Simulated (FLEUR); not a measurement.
EuS: equation of state with PBE

**Experimental background.**

From “Crystal-field mediated electronic transitions of EuS up to 35 GPa”, 2022, pmc:8786971, for a bulk crystal of EuS: bulk modulus 61.5 ± 0.5 GPa.

The system is EuS.

```xyz
2
Lattice="0.0000 2.9785 2.9785 2.9785 0.0000 2.9785 2.9785 2.9785 0.0000" Properties=species:S:1:pos:R:3 pbc="T T T"
Eu    0.0000    0.0000    0.0000
S     2.9785    2.9785    2.9785
```

```
Program                  : FLEUR MaX-R8.1 (later development tree)
Task                     : equation of state
Functional               : PBE
Potentials or basis      : all-electron
Basis                    : FLAPW
Kmax                     : 4.52 1/bohr
k mesh                   : 8 × 8 × 8
Occupations              : fermi-dirac, width 0.05 eV
Spin                     : collinear spin, program default start
Gmax                     : 14 1/bohr
Muffin-tin radii         : Eu 2.66, S 2.17 bohr
lmax                     : Eu 11, S 9
Local orbitals a species : Eu 5, S 4
```

| Property | Result |
| --- | --- |
| Equilibrium volume | 25.09 Å³/atom |
| Bulk modulus | 51 GPa |
| Pressure derivative of the bulk modulus | 4.3 |

Energy against volume, from the lowest point:
```
volume (Å³/atom)  energy (meV/atom)
          24.838               0.00
          25.367               0.07
          25.895               3.50
          26.424               9.95
          26.952              19.09
          27.481              30.63
          28.009              44.34
```

Against the measured bulk modulus of EuS, 61.5 GPa (quoted in “Crystal-field mediated electronic transitions of EuS up to 35 GPa”, 2022, pmc:8786971), the calculated 51 GPa is off by -16.5 %. The fit is for a static lattice scaled at fixed shape and fixed fractional positions.

Caveat: without U or exact exchange the open f shell lies at the Fermi level, which spoils levels, moments and volumes. The state reached can hang on the start; a lower one may exist.
